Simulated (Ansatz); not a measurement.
# Ti (Im-3m) in Ansatz: notebook

Aim: see how the results for Ti move with the level of theory and the settings. Levels: RPBE, HSE03. Tasks: single point.

Everything below comes from runs of Ansatz 0.2.0. Logs are shortened: lines on timing, memory, paths and dates and some standing lists are left out, and cuts for length are marked.

## (1) Starting point

Symmetry: Im-3m, No. 229, cubic system. The conventional cell has a = 3.282 Å, b = 3.282 Å, c = 3.282 Å, α = 90.00°, β = 90.00°, γ = 90.00°. Around Ti (site symmetry m-3m) lie 8 Ti at 2.84 Å.

This isn't the form of Ti at room conditions, which is hcp.

## (2) Single point, RPBE

run.py

```python
import json

import ase.io
import numpy as np

import ansatz as az

atoms = ase.io.read("Ti.xyz")

calculation = (
    az.Crystal.from_ase(atoms)
    .calculation()
    .basis(cutoff=450.0)
    .kpoints(11, 11, 11)
    .functional("rpbe")
    .pseudopotentials(kind="nc", source="spms")
    .occupations(method="fermi_dirac", width=0.1)
    .forces()
    .stress()
    .band_table(publish=True)
)
outcome = calculation.run(threads=2, events_out="events.jsonl")

report = outcome.report
for line in open("events.jsonl"):
    event = json.loads(line)
    if event["event"] == "scf_iter":
        d = event["data"]
        print(f"SCF {d['iter']:3d}  HF = {d['harris_foulkes_ev']:.6f} eV  dr2 = {d['dr2_ev']:.2e} eV")
    elif event["event"] in ("relax_step", "md_step"):
        d = event["data"]
        print(f"{event['event']} {d['step']:3d}  E = {d['lagrangian_ev']:.6f} eV")
np.set_printoptions(precision=5, suppress=True, linewidth=110)
print("converged:", report["converged"], "after", report["n_iterations"], "iterations")
print(f"free energy {report['free_energy_ev']:.6f} eV, Fermi level {report['fermi_energy_ev']:.4f} eV")
for key in ("band_edges_ev", "magnetization_mub", "site_moments_mub", "site_moments_nc_mub", "forces_ev_ang",
                "stress_gpa"):
    if report.get(key) is not None:
        print(key, np.array(report[key]), sep="\n")
```

Ti.xyz

```xyz
1
Lattice="-1.6410000000 1.6410000000 1.6410000000 1.6410000000 -1.6410000000 1.6410000000 1.6410000000 1.6410000000 -1.6410000000" Properties=species:S:1:pos:R:3 pbc="T T T"
Ti     0.0000000000      0.0000000000      0.0000000000
```

Potentials or basis: SPMS NC.

On the command line:

```
python run.py
```

What it wrote:

```text
DeckWarning: basis.ecutwfc = 450 eV is below the records' recommended 707.4960423956879 eV, and the density's cutoff is lower with it unless basis.ecutrho_ratio is high enough to keep the records' density cutoff: compare with a run at a higher cutoff
PlacementWarning: RAYON_NUM_THREADS=2 ignored (pool sized by the plan → 2); use plan(threads=…)
SCF   1  HF = -1596.089929 eV  dr2 = 9.59e-01 eV
SCF   2  HF = -1595.779571 eV  dr2 = 1.98e-02 eV
SCF   3  HF = -1595.776612 eV  dr2 = 1.48e-03 eV
SCF   4  HF = -1595.778531 eV  dr2 = 6.57e-06 eV
SCF   5  HF = -1595.778530 eV  dr2 = 1.76e-08 eV
SCF   6  HF = -1595.778530 eV  dr2 = 2.01e-10 eV
converged: True after 6 iterations
free energy -1595.778530 eV, Fermi level 13.2565 eV
magnetization_mub
0.0
forces_ev_ang
[[-0.  0.  0.]]
stress_gpa
[[-4.55114  0.       0.     ]
 [ 0.      -4.55114 -0.     ]
 [ 0.      -0.      -4.55114]]
```

engine_input.yaml:

```text
crystal:
  lattice:
    - [-1.641, 1.641, 1.641]
    - [1.641, -1.641, 1.641]
    - [1.641, 1.641, -1.641]
  atoms:
    - { symbol: Ti, position: [0.0, 0.0, 0.0] }
basis:
  ecutwfc: 450.0
kpoints:
  mp_grid:
    grid: [11, 11, 11]
hamiltonian:
  xc: rpbe
  pseudopotentials:
    kind: nc
    source: spms
scf:
  occupations:
    method: fermi_dirac
    width: 0.1
output:
  forces: true
  stress: true
  eigenvalues: true
```

It took 1 s on 2 threads of Arm Neoverse V2, shared host; peak memory 0.35 GiB.

What came out:

```
Free energy            : -1595.7785 eV
Pressure               : -4.6 GPa
Band gap on the k mesh : none (metal or under the smearing width)
```

Caveat: the potentials were made for another functional, which shifts forces and pressure; the pressure holds a Pulay correction of +38.8 GPa for the finite cutoff; the cutoff lies under the one recommended for these potentials.

## (3) Single point, HSE03

run.py, as its differences from that of step 2:

```diff
@@ -7,3 +7,3 @@
 
-atoms = ase.io.read("Ti.xyz")
+atoms = ase.io.read("POSCAR", format="vasp")
 
@@ -12,7 +12,6 @@
     .calculation()
-    .basis(cutoff=450.0)
-    .kpoints(11, 11, 11)
-    .functional("rpbe")
+    .kpoints(7, 7, 7)
+    .functional(exchange="pbe", correlation="pbe", exact_fraction=0.25, screening=0.3)
     .pseudopotentials(kind="nc", source="spms")
-    .occupations(method="fermi_dirac", width=0.1)
+    .occupations(method="methfessel_paxton", width=0.05)
     .forces()
```

POSCAR

```
Ti
1.0
   -1.6410000000      1.6410000000      1.6410000000
    1.6410000000     -1.6410000000      1.6410000000
    1.6410000000      1.6410000000     -1.6410000000
Ti
1
Direct
    0.0000000000      0.0000000000      0.0000000000
```

Potentials or basis: SPMS NC.

On the command line:

```
python run.py
```

Run time: 7.7 s. Hardware: 2 threads of Arm Neoverse V2, shared host; peak memory 0.66 GiB.

Results (log left out):

| Quantity | Value |
| --- | --- |
| Free energy | -1586.7850 eV |
| Pressure | -3.1 GPa |
| Band gap on the k mesh | none (metal or under the smearing width) |

Levels at points of the mesh, in eV from the Fermi level:
```
           k point  band 3  band 4  band 5  band 6  band 7  band 8  band 9  band 10
(0.00, 0.00, 0.00)  -35.44  -35.44   -6.95    1.34    1.34    1.34    3.20     3.20
```

Caveat: the k mesh is coarse (spacing up to 0.39 Å⁻¹), so the values aren't converged, least of all with exact exchange; the pressure holds a Pulay correction of +0.3 GPa for the finite cutoff; the potentials were made for another functional, which shifts forces and pressure; the thresholds are loose for stress.

## (4) Single point, HSE03

input.yaml

```yaml
crystal:
  lattice:
    - [-1.641, 1.641, 1.641]
    - [1.641, -1.641, 1.641]
    - [1.641, 1.641, -1.641]
  atoms:
    - { symbol: Ti, position: [0.0, 0.0, 0.0] }
hamiltonian:
  xc: { exchange: pbe, correlation: pbe, exx: { coeff: 0.25, omega: 0.3 } }
  pseudopotentials: { kind: nc, source: spms }
kpoints:
  mp_grid: { grid: [7, 7, 7] }
scf:
  occupations: { method: methfessel_paxton, width: 0.05 }
output:
  forces: true
  stress: true
  eigenvalues: true
  write_density: true
  write_potential: true
  elf: true
  volumetric_format: npy
```

On the command line:

```
ansatz run input.yaml --threads 2 --pin off --max-ram 5120MiB --backend cpu --events-out ev --progress --plain --runs-dir out
```

Wall time 7.2 s (2 threads of Arm Neoverse V2, shared host); peak memory 0.54 GiB.

Results (log left out):

```yaml
Free_energy: -1586.7850 eV
Pressure: -3.1 GPa
Band_gap_on_the_k_mesh: none (metal or under the smearing width)
```

Levels at points of the mesh, in eV from the Fermi level:
```
           k point  band 2  band 3  band 4  band 5  band 6  band 7  band 8  band 9  band 10
(0.00, 0.00, 0.00)  -35.44  -35.44  -35.44   -6.95    1.34    1.34    1.34    3.20     3.20
```

Caveat: the k mesh is coarse (spacing up to 0.39 Å⁻¹), so the values aren't converged, least of all with exact exchange; the pressure holds a Pulay correction of +0.3 GPa for the finite cutoff; the potentials were made for another functional, which shifts forces and pressure; the thresholds are loose for stress.

## (5) Overview

```csv
level,k mesh,cutoff (eV),smearing,driver,other keys,mesh quality,gap on the mesh (eV),pressure (GPa)
RPBE,11 × 11 × 11,450,fermi-dirac 0.1 eV,chain,basis.ecutwfc = 450 eV,not flagged,none,-4.6
HSE03,7 × 7 × 7,707,methfessel-paxton 0.05 eV,chain,-,coarse,none,-3.1
HSE03,7 × 7 × 7,707,methfessel-paxton 0.05 eV,-,-,coarse,none,-3.1
```

Alike in all rows: task single point; potentials or basis SPMS NC; no spin polarisation; cell as given.

Caveats: some runs use coarse meshes; the potentials were made for another functional, which shifts forces and pressure; the thresholds are loose for stress (some runs); the pressure holds a Pulay correction of +38.8 GPa for the finite cutoff (some runs); the cutoff lies under the one recommended for these potentials (some runs).

Absolute energies hang on the potentials; compare differences alone.
